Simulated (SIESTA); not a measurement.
Runs of SIESTA 5.4.2 on TiSi2. The structure is orthorhombic, space group Fddd (No. 70). Conventional cell: a = 4.779 Å, b = 8.235 Å, c = 8.526 Å, α = 90.00°, β = 90.00°, γ = 90.00°. Around Ti (site symmetry 222) lie 10 Si at 2.55 to 2.78 Å. Si (site symmetry 2) is surrounded by 5 Si at 2.52 to 2.79 Å and 5 Ti at 2.55 to 2.78 Å. The cell is a database's computed one.

```tsv
task	level	potentials or basis	cell	k mesh	gap on the mesh (eV)	pressure (GPa)	V0 of scaled cells (Å³/atom)	B0 (GPa)	largest force (eV/Å)
single point	PBE	PseudoDojo 0.4 standard (PBE files), DZP (energy shift 0.003 Ry; two zetas on semicore shells)	as given	7 × 7 × 7	none	2.7	-	-	0.03
equation of state	LDA	PseudoDojo 0.4 standard (LDA files), DZP (energy shift 0.003 Ry; two zetas on semicore shells)	as given	5 × 5 × 5	-	-	(b)	(c)	-
equation of state	PBE	PseudoDojo 0.4 standard (PBE files), DZP (energy shift 0.003 Ry; two zetas on semicore shells)	as given	7 × 7 × 7	-	-	(a)	140	-
band structure	LDA	PseudoDojo 0.4 standard (LDA files), DZP (energy shift 0.003 Ry; two zetas on semicore shells)	as given	7 × 7 × 7	none	-4.6	-	-	0.07
single point	PBE	PseudoDojo 0.4 standard (PBE files), DZP (energy shift 0.003 Ry; two zetas on semicore shells)	atoms moved at random, drawn with an rms of 0.05 Å	7 × 7 × 7	none	3.3	-	-	1.14
```

Alike in all rows: no spin polarisation; smearing fermi-dirac 0.05 eV; grid cutoff 800 Ry; energy shift 0.003 Ry.

Problem. Estimate the missing entries.

Solution. (a) 14.24; (b) 13.55; (c) 159.

Caveats: the basis of atomic orbitals isn't converged, which shifts pressures, moduli and gaps; the cell was scaled at fixed shape and fractional positions, which overstates the stiffness of a crystal with free parameters, most of all of layers and chains (some runs).

A gap of «none» marks a metal or a gap under the smearing width.
